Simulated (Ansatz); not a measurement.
# SiGe2: the cost of one run

Program: Ansatz 0.2.0. Level of theory: DFT PBE, scalar-relativistic, plane waves, PAW. These are calculated values, not measurements.

## 1. Starting point

It takes space group P-3m1 (No. 164, trigonal). The conventional cell has a = 2.937 Å, b = 2.937 Å, c = 7.195 Å, α = 90.00°, β = 90.00°, γ = 120.00°. Si (site symmetry -3m) has 6 Ge at 2.94 Å and 6 Si at 2.94 Å as nearest neighbours. Ge (site symmetry 3m) has 3 Si at 2.94 Å and 9 Ge at 2.94 Å as nearest neighbours.

As a file:

```
CELL_PARAMETERS angstrom
2.93741 0.00000 0.00000
-1.46870 2.54387 0.00000
0.00000 0.00000 7.19514
ATOMIC_POSITIONS crystal
Si 0.00000 0.00000 0.00000
Ge 0.33333 0.66667 0.66667
Ge 0.66667 0.33333 0.33333
```

The start is an ordering of an alloy on its end members' structure types: elements ordered on the sites of the Ru type, Si/Ge on Ru (P-3m1, No. 164).

## 2. The guess as it stands, on a coarse mesh

The input, input.yaml:

```yaml
crystal:
  lattice:
    - [2.93740524, 0.0, 0.0]
    - [-1.46870262, 2.54386756, 0.0]
    - [0.0, 0.0, 7.19514401]
  atoms:
    - { symbol: Si, position: [0.0, 0.0, 0.0] }
    - { symbol: Ge, position: [0.33333333, 0.66666667, 0.66666667] }
    - { symbol: Ge, position: [0.66666667, 0.33333333, 0.33333333] }
basis:
  ecutwfc: 420
kpoints:
  mp_grid: { grid: [6, 6, 4] }
hamiltonian:
  xc: pbe
scf:
  occupations: { method: gaussian, width: 0.1 }
  lower_state_search: "off"
output:
  forces: true
  stress: true
  eigenvalues: true
```

Launch:

```bash
> ansatz run input.yaml --threads 1 --pin off --max-ram 2560MiB --backend cpu --events-out ev --progress --plain --runs-dir out
```

Q: Estimate wall time and peak memory on 1 thread of AMD EPYC, shared host.

About 2.7 s, with a peak of 0.38 GiB.
